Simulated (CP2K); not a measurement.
BN:

```xyz
4
Lattice="2.5539 0.0000 0.0000 -1.2770 2.2118 0.0000 0.0000 0.0000 4.2269" Properties=species:S:1:pos:R:3 pbc="T T T"
N     0.0000    1.4745    0.5295
N     1.2770    0.7373    2.6430
B     0.0000    1.4745    2.1123
B     1.2770    0.7373    4.2257
```

Measurements of this composition are mostly on another form, of space group No. 194.

Program: CP2K 2026.2. Alike in all runs: task band structure; no spin polarisation; cell as given; k mesh 12 × 12 × 6.

Q: Order these runs on this cell by their pressure, lowest first.
A. level r2SCAN; potentials or basis POTENTIAL_UZH N GTH-SCAN-q5, B GTH-SCAN-q3; TZVP-MOLOPT-SCAN-GTH basis; smearing fermi-dirac 0.01 eV; EPS_DEFAULT 1.0E-9; NGRIDS 5; points a segment of the path (NPOINTS) 6; bands added on the path 4; CUTOFF of the grids 675 Ry
B. level PBEsol; potentials or basis POTENTIAL_UZH N GTH-PBE-q5, B GTH-PBE-q3; TZVP-MOLOPT-PBE-GTH basis; smearing fermi-dirac 0.1 eV; EPS_DEFAULT 1.0E-9; NGRIDS 5; points a segment of the path (NPOINTS) 10; bands added on the path 6; CUTOFF of the grids 450 Ry
C. level LDA; potentials or basis GTH_POTENTIALS N GTH-PADE-q5, B GTH-PADE-q3; TZVP-MOLOPT-PBE-GTH basis; smearing fermi-dirac 0.0259 eV; EPS_DEFAULT 1.0E-10; NGRIDS 4; points a segment of the path (NPOINTS) 6; bands added on the path 2; CUTOFF of the grids 450 Ry

A: C (-12.9 GPa), A (-4.6 GPa), B (-2.4 GPa).

Caveats: the basis of atomic orbitals isn't converged, which shifts pressures, moduli and gaps; the potentials were made for another functional, which shifts forces and pressure (some runs).
